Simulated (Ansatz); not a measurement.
Zone-centre modes in CaF2

Computed with DFT PBE, scalar-relativistic, plane waves, PAW (Ansatz 0.2.0). Cutoff 420 eV, Γ-centred 6×6×8 k-points, Gaussian smearing of 0.05 eV. No spin polarisation.

The undisturbed cell (relaxed at this level):

```yaml
crystal:
  lattice:
    - [0.00000, -2.75522, -2.75522]
    - [-2.75522, 0.00000, -2.75522]
    - [2.75522, 2.75522, -5.51044]
  atoms:
    - { symbol: Ca, position: [0.00000, 0.00000, 0.00000] }
    - { symbol: Ca, position: [0.50000, 0.50000, 0.50000] }
    - { symbol: F, position: [0.12500, 0.12500, 0.62500] }
    - { symbol: F, position: [0.62500, 0.62500, 0.12500] }
    - { symbol: F, position: [0.37500, 0.37500, 0.87500] }
    - { symbol: F, position: [0.87500, 0.87500, 0.37500] }
```

Harmonic modes by finite displacements of 0.02 Å, without the LO–TO term. The cell doubles the primitive one, so its zone centre also holds the primitive cell's point q = (0, 0, 1/2).

(1) At this geometry, is the structure stable against these modes?

(2) List the wavenumbers in cm⁻¹.

Answers

(1) Yes: no mode is imaginary beyond 10 cm⁻¹, and only the three translations lie near zero.

(2) 0, 0, 0, 137, 137, 228, 228, 228, 231, 256, 256, 259, 259, 306, 306, 306, 320, 337.

Cost: 1 run of about 3.6 core-minutes, on AMD EPYC 7R43 (Zen 3) (shared hosts).